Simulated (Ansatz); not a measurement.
## The band gap of CdSe, sorted by core time

It takes space group P6_3mc (No. 186, hexagonal). Conventional cell: a = 4.300 Å, b = 4.300 Å, c = 7.020 Å, α = 90.00°, β = 90.00°, γ = 120.00°. Cd (site symmetry 3m) is surrounded by 4 Se at 2.61 to 2.70 Å. Around Se (site symmetry 3m) lie 4 Cd at 2.61 to 2.70 Å.

```tsv
rung	level	program and potentials	cutoff (eV)	k mesh	smearing	spin	core time	chip	band gap (eV)	notes
LDA	SVWN5	Ansatz, Ansatz PAW	420	7 × 7 × 4	fermi-dirac 0.05	off	23 s	Intel Xeon Platinum 8488C Sapphire Rapids	0.43	potentials made for PBE, which Ansatz adapts in part
GGA	PBE	Ansatz, Ansatz PAW	420	7 × 7 × 4	fermi-dirac 0.05	off	60 s	Intel Xeon Skylake/Cascade Lake	0.70	-
GGA	BLYP	Ansatz, Ansatz PAW	420	7 × 7 × 4	fermi-dirac 0.05	off	64 s	Intel Xeon Skylake/Cascade Lake	0.63	potentials made for PBE, which Ansatz adapts in part
LDA	LDA	Ansatz, Ansatz PAW	420	7 × 7 × 4	fermi-dirac 0.05	SOC, no magnetisation	3.3 min	Intel Xeon Platinum 8488C Sapphire Rapids	0.31	potentials made for PBE, which Ansatz adapts in part
GGA	PBEsol	Ansatz, Ansatz PAW	420	5 × 5 × 3	fermi-dirac 0.05	SOC, no magnetisation	6.2 min	Intel Xeon Skylake/Cascade Lake	0.46	potentials made for PBE, which Ansatz adapts in part
Hartree-Fock	HF	Ansatz, Ansatz PAW	420	4 × 4 × 2	fermi-dirac 0.05	off	8.2 min	Arm Neoverse V1	7.79	coarse mesh; potentials made for PBE, which Ansatz adapts in part
meta-GGA	r2SCAN	Ansatz, Ansatz PAW	500	5 × 5 × 3	fermi-dirac 0.05	SOC, no magnetisation	11 min	Intel Xeon Skylake/Cascade Lake	1.08	potentials made for PBE, which Ansatz adapts in part
hybrid	HSE03	Ansatz, Ansatz PAW	420	4 × 4 × 2	fermi-dirac 0.05	off	17 min	Intel Xeon Skylake/Cascade Lake	1.48	coarse mesh; potentials made for PBE, which Ansatz adapts in part
hybrid	r2SCAN50	Ansatz, Ansatz PAW	500	4 × 4 × 2	fermi-dirac 0.05	off	26 min	Intel Xeon Skylake/Cascade Lake	4.07	coarse mesh; potentials made for PBE, which Ansatz adapts in part
```

Times are single runs on shared hosts and different chips, so they are rough; meshes, cutoffs and the tasks' sizes weigh on the time. Task: band structure. Gaps are the least found on the k mesh or the band path, and a mesh can miss the band edges. Smearing widths are in eV. The cell comes from a database and isn't always the measured one. Meshes differ between rows, which moves values too. All levels ran on this one cell, unrelaxed unless noted. Meshes are those of the run's cell of 4 atoms unless a note names another. Misses use the values as printed. Runs on faulty files, with rough fits or with known faults for this quantity aren't shown.

Measured: 1.84 eV at 2 K (a printed reference work).

Problem. Which of the timed runs without a coarse mesh or an atomic basis is the cheapest that comes within 0.3 eV of the measured band gap?

Solution. None of them does; the nearest misses by -0.76 eV. LDA and GGA gaps fall short mostly because these functionals lack the derivative discontinuity; the runs are for a static lattice, while measurements hold temperature and zero-point motion; rows without SOC leave out spin-orbit coupling, which moves the band edges where heavy atoms are present.
